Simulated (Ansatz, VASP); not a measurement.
# Si53PtC54 (Pt_Si) in two plane-wave programs

Wanted: the spread between two codes on one cell, functional and k mesh. Of the first pair: The structure shown is the start of the Ansatz relaxation below; VASP solves that cell, so the two are compared at the walk's first step.

Program: Ansatz 0.2.0. Level of theory: plane waves, with VASP 6.6.1 beside it; single point at r2SCAN. Results are calculated unless marked as measured.

## (1) The starting structure

The cell holds 108 atoms: 53 Si, 54 C and 1 Pt. Cell: a = 9.236 Å, b = 9.236 Å, c = 15.108 Å, α = 90.0°, β = 90.0°, γ = 120.0°. It derives from SiC (SiC (P6_3mc)). Nearest the centre at fractional (0.667, 0.667, 0.500): Pt108 at 0.05 Å, C88 at 1.85 Å, C103 at 1.86 Å, C106 at 1.87 Å, C82 at 1.87 Å, Si26 at 3.04 Å, Si41 at 3.05 Å, Si27 at 3.06 Å.

## (2) Ansatz: relaxation, r2SCAN

Ansatz runs on its PAW soft_1 files.

The two programs are compared at the cell with which this relaxation starts, whose forces are those of its first step.

input.yaml reads:

```yaml
crystal:
  lattice:
    - [3.07866498, 0.0, 0.0]
    - [-1.53933249, 2.66620208, 0.0]
    - [0.0, 0.0, 15.1078644]
  atoms:
    - { symbol: Si, position: [0.33333333, 0.66666667, 0.8329854] }
    - { symbol: Si, position: [0.66666667, 0.33333333, 0.3329854] }
    - { symbol: Si, position: [0.66666667, 0.33333333, 0.66650102] }
    - { symbol: Si, position: [0.33333333, 0.66666667, 0.16650102] }
    - { symbol: Si, position: [0.0, 0.0, 0.49972248] }
    - { symbol: Si, position: [0.0, 0.0, 0.99972248] }
    - { symbol: C, position: [0.0, 0.0, 0.87436694] }
    - { symbol: C, position: [0.0, 0.0, 0.37436694] }
    - { symbol: C, position: [0.33333333, 0.66666667, 0.70799668] }
    - { symbol: C, position: [0.66666667, 0.33333333, 0.20799668] }
    - { symbol: C, position: [0.66666667, 0.33333333, 0.54152848] }
    - { symbol: C, position: [0.33333333, 0.66666667, 0.04152848] }
  supercell: [3, 3, 1]
  defects: [{ substitution: { at: 100, symbol: Pt } }]
basis:
  ecutwfc: 500
  xc_grid: 2
hamiltonian:
  xc: r2scan
  pseudopotentials: { kind: paw, azcp: { folder: soft_1 } }
kpoints:
  mp_grid: { grid: [1, 1, 1], shift: [0.25, 0.25, 0.25] }
magnetization:
  spin_polarized: true
  initial_magnetization: 2
  spin_locking: { lock_magnetization: hard }
scf:
  occupations: { method: fixed }
  max_iter: 80
output:
  forces: true
  charged_corrections:
    epsilon: [7.09, 7.09, 7.35]
    static_epsilon: [10.43, 10.43, 10.95]
relax:
  f_tol: 0.02
  max_steps: 80
  random_displacement: { amplitude: 0.05, seed: 4100 }
checkpoint:
  write: "../q0_M2.relax.run"
  compress: false
  write_wavefunctions: true
  write_every: 100000
```

The run is started by

```
> ansatz run input.yaml --threads 4 --pin off --max-ram 15073MiB --backend cpu --events-out ev --progress --plain --runs-dir out
```

Numbers of over 12 decimals in the logs are rounded to 6 here.

What it wrote:

```text
Warning: This run holds its total moment fixed (magnetization.spin_locking.lock_magnetization: hard) and mixes its density by anderson or broyden (scf.mixing.algorithm, typed or taken by auto). Slabs with a fixed moment have converged under broyden above another state at the same moment, at the default mixing steps and at smaller ones, and under scf.lower_state_search: standard, light or off a state that such a mixer [...]
Engine: ansatz 0.2.0, aarch64-unknown-linux-gnu
Pseudopotentials: kind: paw
Pseudopotential: Si, paw, valence charge 4, recommended cutoff 500 eV (meta_gga), soft_1/Si.paw.azcp
Pseudopotential: C, paw, valence charge 4, recommended cutoff 500 eV (meta_gga), soft_1/C.paw.azcp
Pseudopotential: Pt, paw, valence charge 18, recommended cutoff 500 eV (meta_gga), soft_1/Pt.paw.azcp
Functional definition: r2SCAN
  parameter k0 = 0.174
  parameter k1 = 0.065
  parameter a1 = 4.9479
  exchange = r2scan_x(k0 = k0, k1 = k1, a1 = a1)
  correlation = r2scan_c
Crystal: 108 atoms, lattice volume = 1116.095 Å³
Basis set: ecut = 500 eV, 28399 PW (Γ), exchange–correlation on 144×144×240 points (8 copies of the dense FFT grid, shifted against one another)
Bands: 332, of which v1, the nominal top of the filled ones, is band 223 counted from 1 (222 counted from 0)
Symmetry: 1 space group operations
k-points: 1
Non-local potential: Si, projectors of the file, l = 0: 2, l = 1: 2, l = 2: 1
Non-local potential: C, projectors of the file, l = 0: 2, l = 1: 2, l = 2: 1
Non-local potential: Pt, projectors of the file, l = 0: 3, l = 1: 2, l = 2: 2, l = 3: 1
PAW form: soft (Blöchl's): semilocal exchange-correlation on the pseudo side does not see the compensation charge
PAW frozen core: Si, regenerated for the run's functional (the file was generated under x = pbe(κ = 0.804, μ = 0.219515), c = pbe(β = 0.066725))
PAW frozen core: C, regenerated for the run's functional (the file was generated under x = pbe(κ = 0.804, μ = 0.219515), c = pbe(β = 0.066725))
PAW frozen core: Pt, regenerated for the run's functional (the file was generated under x = pbe(κ = 0.804, μ = 0.219515), c = pbe(β = 0.066725))
PAW one-centre angular grid: Si, 302 points (default); XC on 160 Gauss nodes
PAW one-centre angular grid: C, 302 points (default); XC on 219 of its mesh's 2255 points in the sphere
PAW one-centre angular grid: Pt, 590 points (default); XC on 160 Gauss nodes
Initial density: superposition of atomic densities (chi_scale 0.1, normalization cell)
Starting moments: Σ|m| = 2 μB on 108 of 108 sites
Initial wavefunctions: pseudopotential atomic-orbital guess
Functional: x = r2scan, c = r2scan; τ floored in thin density (d = 2e-4 eV/Å³)
SCF iter   1: F=—  HF=-60099.548344 eV  |F-HF|=—  |Δ(HF+E_count)|=         —  Δρ=7.45e-2 (↑7.26e-2 ↓7.45e-2)  dr2=3.07e2  dr2_τ=7.80e0  dr2_m=1.20e-1  M=2.000 μB ∫|m|=2.001 μB  β_m=1.20  ethr=3.10e-3  ⟨swp⟩=5.0  Hψ=2264  notcnv=0  defer=208
preconditioner: auto → Resta (q_TF=auto, 2.342 Å⁻¹)  ε∞=3.9  [insulator: Δε(μ)=0.217 eV  Ē_g=13.646 eV  n_scr=244 (ndim 8)  ℏωp=23.3 eV  f_vac=0.000  ε∞_Penn≈3.9]
spin=Collinear: Resta preconditioning applied to the charge; magnetization (m = ρ↑ − ρ↓) channel mixes plain (no charge-response kernel on spin).
SCF iter   2: F=—  HF=-60040.326520 eV  |F-HF|=—  |Δ(HF+E_count)|=    5.92e1  Δρ=4.20e-2 (↑4.20e-2 ↓4.16e-2)  dr2=9.27e1  dr2_τ=6.23e-1  dr2_m=2.21e-2  M=2.000 μB ∫|m|=2.109 μB  β_m=1.20  ethr=3.10e-3  ⟨swp⟩=3.0  Hψ=1145  notcnv=0  defer=212  κ⁻¹=1.0e0(r=1)
SCF iter   3: F=—  HF=-60023.275870 eV  |F-HF|=—  |Δ(HF+E_count)|=    1.71e1  Δρ=1.78e-2 (↑1.75e-2 ↓1.78e-2)  dr2=1.14e1  dr2_τ=8.64e-2  dr2_m=1.94e-2  M=2.000 μB ∫|m|=2.173 μB  β_m=1.20  ethr=3.10e-3  ⟨swp⟩=3.0  Hψ=1127  notcnv=0  defer=212  κ⁻¹=9.7e-2(r=2)
SCF iter   4: F=—  HF=-60023.855747 eV  |F-HF|=—  |Δ(HF+E_count)|=   5.80e-1  Δρ=1.04e-2 (↑1.04e-2 ↓1.04e-2)  dr2=2.78e0  dr2_τ=1.53e-2  dr2_m=1.40e-3  M=2.000 μB ∫|m|=2.146 μB  β_m=1.20  ethr=2.57e-3  ⟨swp⟩=3.0  Hψ=1078  notcnv=0  defer=213  κ⁻¹=6.3e-3(r=3)
SCF iter   5: F=—  HF=-60024.289847 eV  |F-HF|=—  |Δ(HF+E_count)|=   4.34e-1  Δρ=4.06e-3 (↑4.06e-3 ↓4.00e-3)  dr2=4.53e-1  dr2_τ=3.66e-3  dr2_m=6.50e-4  M=2.000 μB ∫|m|=2.135 μB  β_m=1.20  ethr=6.24e-4  ⟨swp⟩=2.0  Hψ=467  notcnv=0  defer=213  κ⁻¹=1.4e-3(r=4)
[...]
- { symbol: Si, position: [0.222109, 0.111113, 0.666295] }
    - { symbol: Si, position: [0.111372, 0.221951, 0.166348] }
    - { symbol: Si, position: [0.00283124, 0.00362984, 0.499190] }
    - { symbol: Si, position: [0.000785312, -0.000349414, 0.999713] }
    - { symbol: C, position: [0.000921808, -0.000400679, 0.874744] }
    - { symbol: C, position: [0.00026292, 0.000765468, 0.373951] }
    - { symbol: C, position: [0.111237, 0.222043, 0.708087] }
    - { symbol: C, position: [0.222475, 0.110884, 0.207495] }
    - { symbol: C, position: [0.221922, 0.111442, 0.541532] }
    - { symbol: C, position: [0.111470, 0.221915, 0.041612] }
    - { symbol: Si, position: [0.111320, 0.555104, 0.832945] }
    - { symbol: Si, position: [0.222201, 0.444413, 0.332754] }
    - { symbol: Si, position: [0.221720, 0.444379, 0.666550] }
    - { symbol: Si, position: [0.111329, 0.555287, 0.166339] }
    - { symbol: Si, position: [-0.00104442, 0.334347, 0.499554] }
    - { symbol: Si, position: [0.000540645, 0.332820, 0.999635] }
    - { symbol: C, position: [0.000633356, 0.332677, 0.874418] }
    - { symbol: C, position: [-0.00057681, 0.333902, 0.374273] }
    - { symbol: C, position: [0.110796, 0.555376, 0.707999] }
    - { symbol: C, position: [0.222278, 0.444428, 0.207940] }
    - { symbol: C, position: [0.220871, 0.443822, 0.541566] }
    - { symbol: C, position: [0.111390, 0.555140, 0.041571] }
    - { symbol: Si, position: [0.112119, 0.888836, 0.833674] }
    - { symbol: Si, position: [0.222782, 0.778125, 0.332691] }
    - { symbol: Si, position: [0.222131, 0.778159, 0.667253] }
    - { symbol: Si, position: [0.112340, 0.888924, 0.165530] }
    - { symbol: Si, position: [0.000861312, 0.667842, 0.498824] }
    - { symbol: Si, position: [0.000558543, 0.666093, 0.999517] }
    - { symbol: C, position: [0.000558089, 0.665971, 0.874462] }
    - { symbol: C, position: [0.000366166, 0.667508, 0.373962] }
    - { symbol: C, position: [0.112414, 0.889532, 0.709358] }
    - { symbol: C, position: [0.222666, 0.777771, 0.207833] }
    - { symbol: C, position: [0.222508, 0.778954, 0.542087] }
    - { symbol: C, position: [0.111977, 0.888637, 0.041088] }
    - { symbol: Si, position: [0.444482, 0.221228, 0.833708] }
    - { symbol: Si, position: [0.555198, 0.110568, 0.332702] }
    - { symbol: Si, position: [0.555134, 0.111136, 0.667244] }
    - { symbol: Si, position: [0.444435, 0.221069, 0.165518] }
    - { symbol: Si, position: [0.332355, 0.000970237, 0.499582] }
    - { symbol: Si, position: [0.334001, -0.00055311, 0.999654] }
    - { symbol: C, position: [0.333896, -0.000574136, 0.875306] }
    - { symbol: C, position: [0.333009, 0.000327547, 0.374297] }
    - { symbol: C, position: [0.443706, 0.220823, 0.709360] }
    - { symbol: C, position: [0.555553, 0.110709, 0.207840] }
    - { symbol: C, position: [0.554381, 0.110808, 0.542068] }
    - { symbol: C, position: [0.444799, 0.221410, 0.041102] }
    - { symbol: Si, position: [0.444261, 0.554782, 0.833650] }
    - { symbol: Si, position: [0.553969, 0.441939, 0.330705] }
[...]
- { symbol: Si, position: [0.778034, 0.555256, 0.165842] }
    - { symbol: Si, position: [0.665501, 0.332463, 0.498830] }
    - { symbol: Si, position: [0.667286, 0.332808, 0.999517] }
[...]
- { symbol: C, position: [0.887771, 0.445590, 0.541250] }
    - { symbol: C, position: [0.778234, 0.555157, 0.041187] }
    - { symbol: Si, position: [0.778543, 0.889043, 0.833629] }
    - { symbol: Si, position: [0.891448, 0.779328, 0.330715] }
    - { symbol: Si, position: [0.889646, 0.779451, 0.668057] }
    - { symbol: Si, position: [0.778400, 0.888798, 0.165974] }
    - { symbol: Pt, position: [0.665998, 0.667382, 0.501038] }
    - { symbol: Si, position: [0.667205, 0.666169, 0.999619] }
    - { symbol: C, position: [0.667202, 0.666127, 0.874540] }
    - { symbol: C, position: [0.668066, 0.665298, 0.363087] }
    - { symbol: C, position: [0.778267, 0.889870, 0.709065] }
    - { symbol: C, position: [0.890915, 0.778624, 0.206163] }
    - { symbol: C, position: [0.907327, 0.791729, 0.545037] }
    - { symbol: C, position: [0.778298, 0.888694, 0.041313] }
```

In the SCF lines HF is the Harris–Foulkes energy and dr2 the Hartree energy of the density residual, in eV; the loop may stop once dr2 is under the threshold and the program's other checks hold. Hψ counts applications of the Hamiltonian.

## (3) VASP: single point, r2SCAN, start cell, pair 1

The same cell, functional and mesh now go to VASP, with its own data sets.

Lines of VASP's logs that name or quote its potential files are left out, and so is its time.

INCAR reads:

```
SYSTEM = Si53PtC54
PREC = Accurate
ENCUT = 580
EDIFF = 1E-06
NELM = 200
ISMEAR = 0
SIGMA = 0.01
LREAL = Auto
ALGO = Normal
METAGGA = R2SCAN
LASPH = .TRUE.
NBANDS = 294
ISPIN = 2
MAGMOM = 0 0 -0 0 0.01 -0 0 0 0 0 -0 0 0 0 -0 0 0 0 0 0 -0 0 -0 0 -0 0 0 0 0.01 -0 0 -0 0 0 0 0 0 0 0 0 0 0 -0 0 0 0 0 0 -0 0 0 -0 0 -0 0 0 0 0.02 -0 0 0 0 0 0 0 0 -0 0.02 0 0.01 0 0 -0 0.02 0 0.01 0 -0 0 0 0.01 0.1 0 0 0 0.02 0.01 0.07 0 0 0 0 0 0 0 0 -0 0 0 0 0 0 0.15 0 0.02 0.1 0 0.38
LMAXMIX = 4
LORBIT = 11
LWAVE = .FALSE.
LCHARG = .FALSE.
ISIF = 2
ISYM = 0
NUPDOWN = 2
GGA_COMPAT = .FALSE.
LMIXTAU = .TRUE.
```

POSCAR reads:

```
Si53PtC54
1.0
    9.2359949282      0.0000000000      0.0000000000
   -4.6179974641      7.9986062370      0.0000000000
    0.0000000000      0.0000000000     15.1078644027
Si C Pt
53 54 1
Direct
    0.1059535361      0.2216034828      0.8315498250
    0.2203484424      0.1138164541      0.3307468790
[... 2 atom lines left out ...]
    0.0005330504      0.9955596014      0.4981120958
[... 2 atom lines left out ...]
    0.2203312610      0.4430481880      0.3298429789
    0.2278015069      0.4477082499      0.6650368796
[... 7 atom lines left out ...]
    0.0038424853      0.6652431489      0.5013452463
[... 2 atom lines left out ...]
    0.5600296017      0.1100803032      0.3341477568
[... 5 atom lines left out ...]
    0.5588508491      0.4498264939      0.3346277055
    0.5607948907      0.4500077755      0.6663588401
[... 1 atom line left out ...]
    0.3289527384      0.3282894447      0.4981316220
[... 2 atom lines left out ...]
    0.5544393385      0.7719101075      0.3332457762
    0.5570150900      0.7837101633      0.6669908950
[... 1 atom line left out ...]
    0.3363593679      0.6723601388      0.4983605756
[... 2 atom lines left out ...]
    0.8925825137      0.1172979357      0.3332841006
    0.8921345258      0.1102183273      0.6641271547
[... 1 atom line left out ...]
    0.6676989650      0.9968777060      0.5021114036
[... 2 atom lines left out ...]
    0.8939482430      0.4437998190      0.3330973105
    0.8834362782      0.4431267017      0.6651306056
[... 1 atom line left out ...]
    0.6660713143      0.3297739533      0.4970999077
[... 2 atom lines left out ...]
    0.8914328562      0.7834916252      0.3343140278
    0.8882678815      0.7825692145      0.6654442171
[... 3 atom lines left out ...]
    0.9963491521      0.9965270199      0.3768574332
[... 2 atom lines left out ...]
    0.2237840476      0.1073669555      0.5431461245
[... 5 atom lines left out ...]
    0.2211271931      0.4464460300      0.5443899800
[... 2 atom lines left out ...]
    0.0001722811      0.6703345359      0.3768469089
    0.1102391378      0.8835390555      0.7093066045
[... 1 atom line left out ...]
    0.2260338757      0.7760532043      0.5401302780
[... 3 atom lines left out ...]
    0.4412276602      0.2181011227      0.7103826665
[... 1 atom line left out ...]
    0.5494950713      0.1072931927      0.5408759162
[... 2 atom lines left out ...]
    0.3393987014      0.3354979506      0.3737674531
    0.4411123442      0.5509503618      0.7101443139
    0.5614533668      0.4482487191      0.2070325042
    0.5616132259      0.4461652311      0.5413617558
[... 2 atom lines left out ...]
    0.3361999781      0.6634540872      0.3736035650
    0.4412617010      0.8897702661      0.7104109300
    0.5523070626      0.7798127343      0.2062672736
    0.5554883003      0.7724543273      0.5422314353
[... 2 atom lines left out ...]
    0.6705513513      0.0058516445      0.3753726436
[... 2 atom lines left out ...]
    0.8933867817      0.1146030912      0.5436975592
[... 2 atom lines left out ...]
    0.6686468807      0.3380121386      0.3765506393
    0.7726129233      0.5538809974      0.7062168230
[... 1 atom line left out ...]
    0.8876206240      0.4385850354      0.5420742324
[... 2 atom lines left out ...]
    0.6649652694      0.6625159238      0.3768310231
    0.7811414227      0.8864275587      0.7068276968
    0.8850964632      0.7757335236      0.2106260630
    0.8853944827      0.7781781995      0.5439381623
[... 1 atom line left out ...]
    0.6608782798      0.6621241055      0.4989836286
```

KPOINTS reads:

```
Points of the shifted mesh
1
Reciprocal
 0.2500000000  0.2500000000  0.2500000000 1
```

Potentials, in the order of the species: Si, C and Pt (PBE family, release 64).

The run is started by

```
> export OMP_NUM_THREADS=4
> mpirun -np 1 vasp_std
```

What it wrote:

```text
[banner, memory and clock lines left out]
running    1 mpi-ranks, on    1 nodes
[...]
Offloading initialized ...    1 GPUs detected
[...]
|                                                                             |
|               ----> ADVICE to this user running VASP <----                  |
|                                                                             |
|     You enforced a specific xc type in the INCAR file but a different       |
|     [... a line on the potential file left out ...]
|     I HOPE YOU KNOW WHAT YOU ARE DOING!                                     |
|                                                                             |

 LDA part: xc-table for (None), standard interpolation
 POSCAR, INCAR and KPOINTS ok, starting setup
[...]
entering main loop
       N       E                     dE             d eps       ncg     rms          rms(c)
DAV:   1     0.125551622244E+04    0.12555E+04   -0.22149E+05  1176   0.152E+03
DAV:   2    -0.107353067852E+04   -0.23290E+04   -0.22014E+04  1436   0.261E+02
DAV:   3    -0.124196792119E+04   -0.16844E+03   -0.16659E+03  1432   0.652E+01
DAV:   4    -0.124587345472E+04   -0.39055E+01   -0.38866E+01  1416   0.107E+01
[...]
DAV:  16    -0.107976224268E+04   -0.10894E-04   -0.12211E-05  1384   0.684E-03    0.182E-02
DAV:  17    -0.107976224773E+04   -0.50503E-05   -0.48802E-06  1336   0.445E-03    0.810E-03
DAV:  18    -0.107976224796E+04   -0.22451E-06   -0.14797E-06   760   0.232E-03
   1 F= -.10797622E+04 E0= -.10797622E+04  d E =-.771555E-20  mag=     1.9953
```

From OUTCAR (step 3):

```text
  FREE ENERGIE OF THE ION-ELECTRON SYSTEM (eV)
  ---------------------------------------------------
  free  energy   TOTEN  =     -1079.7622479591 eV

  energy  without entropy=    -1079.7622479591  energy(sigma->0) =    -1079.76224796

 magnetization (x)
# of ion       s       p       d       tot
------------------------------------------
    1        0.000   0.000   0.000   0.000
    2       -0.000  -0.000   0.000  -0.000
    3       -0.000  -0.001   0.000  -0.001
    4       -0.000   0.000   0.000   0.000
    5        0.003   0.009   0.000   0.012
    6       -0.000  -0.000   0.000  -0.000
    7       -0.000   0.000   0.000  -0.000
    8        0.000   0.000   0.000   0.001
    9        0.000   0.001   0.000   0.001
   10        0.000   0.000   0.000   0.000
   11       -0.000  -0.000   0.000  -0.001
   12        0.000   0.000   0.000   0.000
   13        0.001   0.002   0.000   0.003
[...]
--------------------------------------------------
tot          0.119   0.708   0.373   1.199
```

The run ends at a pressure of 2.35 GPa, with forces up to 6.3 eV/Å.

## (4) Comparison

Known differences besides the potentials themselves: VASP starts from the moments at which Ansatz ended; VASP keeps PBE cores, Ansatz makes them for the functional; fixed occupations in Ansatz, narrow Gaussian smearing in VASP; the data sets hold 446 valence electrons in Ansatz (on its PAW soft_1 files) and 438 in VASP; the cutoff is 500 eV in Ansatz and 580 eV in VASP (PREC = Accurate, projectors in real space). Total energies have different zeros and are not compared.

Forces on 7 of the 108 atoms, those with the largest forces and the largest differences (eV/Å; atoms numbered as in POSCAR):

```tsv
atom	Ansatz x, y, z	VASP x, y, z
Si11	0.081, -0.435, 2.382	0.080, -0.436, 2.367
Si31	-2.079, 0.927, 0.134	-2.076, 0.922, 0.135
C81	-1.940, -0.862, 0.703	-1.933, -0.862, 0.700
C82	-1.765, -5.477, 1.693	-1.760, -5.607, 1.756
C88	-4.052, 2.610, 2.269	-4.155, 2.692, 2.310
C103	0.648, 1.286, -6.035	0.634, 1.287, -6.137
C106	3.823, 2.233, 0.167	3.864, 2.271, 0.208
```

The forces differ by 14 meV/Å r.m.s., which is 1.4 % of the r.m.s. force of 1.062 eV/Å (both taken over all components). Moments aren't recorded for both runs of this pair, so they may hold unlike magnetic states.

## (5) Ansatz: relaxation, r2SCAN

This run makes the geometry at which the two programs are then compared.

The structure compared here is the end of the Ansatz relaxation.

input.yaml is that of step 2.

The run is started by

```
> ansatz run input.yaml --threads 4 --pin off --max-ram 15073MiB --backend cpu --events-out ev --progress --plain --runs-dir out
```

What it wrote:

```text
[...]
Crystal: 108 atoms, lattice volume = 1116.095 Å³
Basis set: ecut = 500 eV, 28399 PW (Γ), exchange–correlation on 144×144×240 points (8 copies of the dense FFT grid, shifted against one another)
Bands: 332, of which v1, the nominal top of the filled ones, is band 223 counted from 1 (222 counted from 0)
Symmetry: 1 space group operations
k-points: 1
[...]
Starting moments: Σ|m| = 2 μB on 108 of 108 sites
[...]
- { symbol: C, position: [-0.00057681, 0.333902, 0.374273] }
[...]
- { symbol: Si, position: [0.891448, 0.779328, 0.330715] }
    - { symbol: Si, position: [0.889646, 0.779451, 0.668057] }
    - { symbol: Si, position: [0.778400, 0.888798, 0.165974] }
    - { symbol: Pt, position: [0.665998, 0.667382, 0.501038] }
    - { symbol: Si, position: [0.667205, 0.666169, 0.999619] }
[...]
- { symbol: C, position: [0.778267, 0.889870, 0.709065] }
    - { symbol: C, position: [0.890915, 0.778624, 0.206163] }
    - { symbol: C, position: [0.907327, 0.791729, 0.545037] }
    - { symbol: C, position: [0.778298, 0.888694, 0.041313] }
```

(Continued in part 2 of 2.)

[Lines on the potential files, build, host, timing and source positions are cut from VASP's logs without a mark.]

[Logs are printed without paths, hosts, clocks, repeated set-up lines and the standing remarks that a program may print on its own settings, such as how far it seeks lower states.]

[Hosts, paths, dates, database ids (printed as entryN), source tags and the programs' standing remarks are cut or masked in the printed files.]
